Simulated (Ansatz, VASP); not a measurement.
## One calculation of Mo, two programs

File INCAR:

```
SYSTEM = Mo
PREC     = Accurate       ! precision mode
ENCUT    = 520            ! plane-wave cutoff, eV
EDIFF    = 1E-7           ! SCF threshold, eV
ISMEAR   = -1             ! smearing method
SIGMA    = 0.1            ! smearing width, eV
LREAL    = .False.        ! projectors in reciprocal space
LASPH    = .True.         ! aspherical terms in the spheres
NELM     = 100            ! most SCF steps
ALGO     = Fast           ! electronic algorithm
ISIF     = 2              ! what is computed and relaxed
LWAVE    = .False.        ! write WAVECAR
LCHARG   = .False.        ! write CHGCAR
GGA      = RE             ! functional
NBANDS   = 36             ! bands
```

The input KPOINTS:

```
Automatic mesh
0
Gamma
  15 15 4
  0 0 0
```

The input POSCAR:

```
Mo
1.0
    2.7057666096      0.0000000000      0.0000000000
   -1.3528833048      2.3432626206      0.0000000000
    0.0000000000      0.0000000000      9.4307866198
Mo
4
Direct
    1.0000000000      0.0000000000      1.0000000000
    0.0000000000      0.0000000000      0.5000000000
    0.3333333333      0.6666666667      0.2500000000
    0.6666666667      0.3333333333      0.7500000000
```

Input for Ansatz:

```yaml
crystal:
  lattice:
    - [2.7057666096, 0.0, 0.0]
    - [-1.3528833048, 2.3432626206, 0.0]
    - [0.0, 0.0, 9.4307866198]
  atoms:
    - { symbol: Mo, position: [1.0, 0.0, 1.0] }
    - { symbol: Mo, position: [0.0, 0.0, 0.5] }
    - { symbol: Mo, position: [0.3333333333, 0.6666666667, 0.25] }
    - { symbol: Mo, position: [0.6666666667, 0.3333333333, 0.75] }
hamiltonian:
  xc: revpbe
  pseudopotentials:
    kind: paw
    azcp:
      Mo: "pseudopotentials/Mo.paw.azcp"
basis:
  ecutwfc: 420
  fft_grid_basis: typed
kpoints:
  mp_grid: { grid: [15, 15, 4], shift: [0, 0, 0] }
magnetization:
  spin_polarized: false
scf:
  occupations: { method: fermi_dirac, width: 0.1 }
  lower_state_search: "off"
output:
  stress: true
```

Alike in both runs: task single point; functional revPBE; k mesh 15 × 15 × 4; occupations fermi-dirac, width 0.1 eV; no spin polarisation.

|  | VASP | Ansatz |
| --- | --- | --- |
| version | VASP 6.6.1 | Ansatz 0.2.0 |
| potentials or method | VASP PAW PBE potentials, release 64 (Mo_sv) | plane waves (420 eV) with PAW, scalar-relativistic |
| plane-wave cutoff (eV) | 520 | 420 |
| valence electrons in the cell | 56 | 56 |

Ansatz gave:

| Item | Value |
| --- | --- |
| pressure (GPa) | 22.8 |
| largest component of the traceless stress (GPa) | 2.63 |

Q: Estimate VASP's values.

A: Pressure (GPa): 23.4; largest component of the traceless stress (GPa): 2.71.

The functional is the same, so the differences come from potentials, cutoffs and numerics.

Caveats: so large a pressure means that the cell lies far from this level's equilibrium, or that cutoff or potentials fall short (VASP); the potentials were made for another functional, which shifts forces and pressure (VASP).
